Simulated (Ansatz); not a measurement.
Germanium (hcp) across density functionals

All rows: Ansatz, plane waves with scalar-relativistic PAW, 420 eV (500 eV for the SCAN forms), relaxed under each functional, no dispersion correction, no zero-point motion. B₀ comes from uniform scaling at fixed shape; a dash is a value not given.

| functional | V (Å³/atom) | cell | B₀ (GPa) | magnetic state | ΔE to diamond (meV/atom) |
| --- | --- | --- | --- | --- | --- |
| PBE | 19.35 | a = 3.066 Å, c = 4.753 Å (c/a = 1.550) | 63 | spin not included | 336 |
| r²SCAN | 18.75 | a = 3.035 Å, c = 4.701 Å (c/a = 1.549) | 65 | spin not included | 586 |
| PBEsol | 18.35 | a = 3.010 Å, c = 4.678 Å (c/a = 1.554) | 73 | spin not included | 277 |
| LDA | 17.95 | a = 2.989 Å, c = 4.640 Å (c/a = 1.552) | 77 | spin not included | 312 |
| revPBE | 19.71 | a = 3.086 Å, c = 4.780 Å (c/a = 1.549) | 55 | spin not included | 355 |
| RPBE | 19.84 | a = 3.093 Å, c = 4.791 Å (c/a = 1.549) | 59 | spin not included | 363 |
| BLYP | 21.56 | a = 3.181 Å, c = 4.920 Å (c/a = 1.547) | 48 | spin not included | 520 |

LDA gives the smallest volume and BLYP the largest.
